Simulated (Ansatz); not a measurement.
Ti: comparing deformations

Theory: Ansatz, DFT r2SCAN, scalar-relativistic, plane waves, PAW. Settings: plane waves to 500 eV, k-mesh 26×26×26 (Γ-centred), Gaussian smearing 0.15 eV. No spin polarisation. Energies are free energies at this smearing, counted from the undisturbed cell; pressure is positive in compression.

Reference structure (relaxed at this level; this fcc form isn't the usual structure):

```
Ti
1.0
     0.00000    2.05515    2.05515
     2.05515    0.00000    2.05515
     2.05515    2.05515    0.00000
Ti
1
Direct
  0.00000 0.00000 0.00000
```

The cell is strained by ε times a Voigt pattern (xx, yy, zz, yz, xz, xy; engineering shear) with fractional coordinates fixed. τ = (1/V0) dE/dε comes from the stress tensor. Of each scan, only the three points used here are listed.

```
           pattern        ε  τ (GPa)
(0, 0, 1, 0, 0, 0)  -0.0050    -0.72
(0, 0, 1, 0, 0, 0)   0.0000    -0.04
(0, 0, 1, 0, 0, 0)   0.0050     0.63
(1, 1, 0, 0, 0, 0)  -0.0250   -12.53
(1, 1, 0, 0, 0, 0)   0.0000    -0.08
(1, 1, 0, 0, 0, 0)   0.0250    10.94
```

Q: Which constants do the scans give, and which deformation costs least for the same size of strain tensor?

A: The slope dτ/dε at zero (parabola through three points) is pᵀCp: (0, 0, 1, 0, 0, 0) gives C11 = 134 GPa; (1, 1, 0, 0, 0, 0) gives 2(C11 + C12) = 469 GPa. The size of the strain tensor, ε:ε, is ε² times 1.0, 2.0. Per unit of it the stiffnesses are 134, 235 GPa, so (0, 0, 1, 0, 0, 0) is the softest of these: at ε:ε = (1 %)² the quadratic term costs 0.73 meV/atom against 1.27 for the stiffest.

Q: What else follows for this cubic crystal?

A: From the unrounded slopes C11 = 134.3 and C12 = 100.3 GPa, so B = (C11 + 2 C12)/3 = 112 GPa and the Poisson ratio for a pull along a cube edge is C12/(C11 + C12) = 0.43.

In a metal these slopes depend on the k mesh and the smearing.